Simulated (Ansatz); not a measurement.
I need a band structure of PbSe, space group P1. Use Ansatz 0.2.0, Python API. Settings: LDA, PAW, the default cutoff (420 eV here), 4×4×2 k-points, fixed occupations.

```
Pb Se
1.0
     4.41489    0.00000    0.00000
    -0.01031    4.41488    0.00000
    -2.20229   -2.20744   12.00080
Pb Se
2 2
Direct
  0.80019 0.81455 0.61762
  0.19270 0.19316 0.38156
  0.30011 0.31573 0.62204
  0.67685 0.71267 0.37681
```

Script `bands_pbse.py`:
```python
# -*- coding: utf-8 -*-
'''Bands of PbSe along a path through the zone.'''

import json
import logging
import sys
import warnings

import ansatz as az
import numpy as np
from pymatgen.core import Lattice, Structure
from pymatgen.io.ase import AseAtomsAdaptor

logging.basicConfig(stream=sys.stdout, format='[%(levelname)s] %(message)s')
log = logging.getLogger('run')
log.setLevel(logging.INFO)


def main():
    warnings.simplefilter('ignore', az.DeckWarning)

    pmg_structure = Structure(
        Lattice([[4.41489, 0.0, 0.0], [-0.010311, 4.414878, 0.0], [-2.202289, -2.207439, 12.000799]]),
        ['Pb', 'Pb', 'Se', 'Se'],
        [
            [0.80019, 0.814546, 0.617624],
            [0.192696, 0.19316, 0.381557],
            [0.300105, 0.315734, 0.622035],
            [0.676854, 0.712668, 0.376806],
        ],
    )
    crystal = az.Crystal.from_ase(AseAtomsAdaptor.get_atoms(pmg_structure))

    # vertices of the path, as fractions of the reciprocal vectors
    path = [
        ('Y', (-0.5, 0.0, 0.0)),
        ('G', (0.0, 0.0, 0.0)),
        ('Z', (0.0, 0.0, -0.5)),
    ]
    job = (
        crystal.calculation()
        .kpoints(4, 4, 2)
        .occupations('fixed')
        .functional('lda')
        .band_structure([point for _, point in path], intervals=8)
        .scf(extra_bands=8)
        .bader_charges()
    )
    planned = job.session().plan(threads=1)
    facts = planned.describe()
    print('plan:', facts['n_bands'], 'bands,', len(facts['kpoints_frac']), 'k-points, plane waves', facts['n_pw_range'], 'grid', facts['fft_dense'])
    done = planned.execute()
    data = done.report

    energy = data['free_energy_ev']
    log.info('F of the PbSe cell: {:.6f} eV = {:.6f} Ry = {:.6f} Ha'.format(energy, energy / 13.605693, energy / 27.211386))
    log.info('Fermi level {:.4f} eV, {} k-points, {} symmetry operations'.format(data['fermi_energy_ev'], data['n_kpoints'], data['n_symmetry_ops']))

    keep = ['free_energy_ev', 'energy_sigma0_ev', 'fermi_energy_ev', 'n_iterations', 'converged', 'magnetization_mub', 'n_kpoints']
    with open('pbse.json', 'w') as handle:
        json.dump({key: data[key] for key in keep}, handle, indent=1)

    charges = done.bader_charges()
    for atom in charges.atoms:
        log.info(f'Bader charge {atom.symbol:2s} {atom.partial_charge_e:+.3f} e')

    bands = done.band_structure()
    fermi = bands.fermi_energy_ev
    log.info(f'zero of the bands: {fermi:.3f} eV, the Fermi level found on the SCF mesh')
    for spin, channel in enumerate(bands.channels):
        print('channel', spin, '- computed levels within 4 eV of the Fermi level')
        for i, (label, _) in enumerate(path):
            levels = channel.eigenvalues_ev[i * 8] - fermi
            print(f'  {label:3s}', ' '.join(f'{e:7.3f}' for e in levels if abs(e) < 4))


if __name__ == '__main__':
    main()
```

```console
$ python bands_pbse.py
plan: 38 bands, 20 k-points, plane waves [4538, 4609] grid [30, 30, 90]
[INFO] F of the PbSe cell: -33972.521696 eV = -2496.934312 Ry = -1248.467156 Ha
[INFO] Fermi level 1.4067 eV, 20 k-points, 1 symmetry operations
[INFO] Bader charge Pb +0.811 e
[INFO] Bader charge Pb +0.807 e
[INFO] Bader charge Se -0.811 e
[INFO] Bader charge Se -0.807 e
[INFO] zero of the bands: 1.407 eV, the Fermi level found on the SCF mesh
channel 0 - computed levels within 4 eV of the Fermi level
  Y    -1.622  -1.572  -0.801  -0.744  -0.043   0.000   1.466   1.516   2.455   2.514   2.888   2.951
  G    -2.796  -2.200  -2.183  -1.271  -1.257  -0.374   2.058
  Z    -2.794  -2.200  -2.183  -1.271  -1.257  -0.377   1.984
```

`pbse.json`, as written:
```json
{
 "free_energy_ev": -33972.52169636231,
 "energy_sigma0_ev": -33972.52169636231,
 "fermi_energy_ev": 1.4066769410693027,
 "n_iterations": 8,
 "converged": true,
 "magnetization_mub": 0.0,
 "n_kpoints": 20
}
```

Notes:
- Total energies depend on the potentials; only differences at equal settings carry meaning. A total without «per atom» is that of the cell as typed.
- The cell holds layers, chains or clusters in vacuum, no bulk phase.
- The computed bands are complete only to about 5.5 eV above the Fermi level.
- With fixed filling the reported Fermi level is the top filled level among the k-points of the SCF.
- The zero of the levels is a convention of the potentials, so an absolute Fermi energy is no work function.
- Points of the mesh across the vacuum add cost only.
- Legs of the path along the vacuum direction only repeat the in-plane bands.
- The structure comes from a database of computed cells and needn't be a stable or known phase.
- Gaps and levels are Kohn-Sham values on a finite set of k-points, without spin-orbit coupling.
- It ran for 48 s on 1 thread of Intel(R) Xeon(R) Processor @ 2.30GHz, on a shared host, peak memory 0.67 GiB.
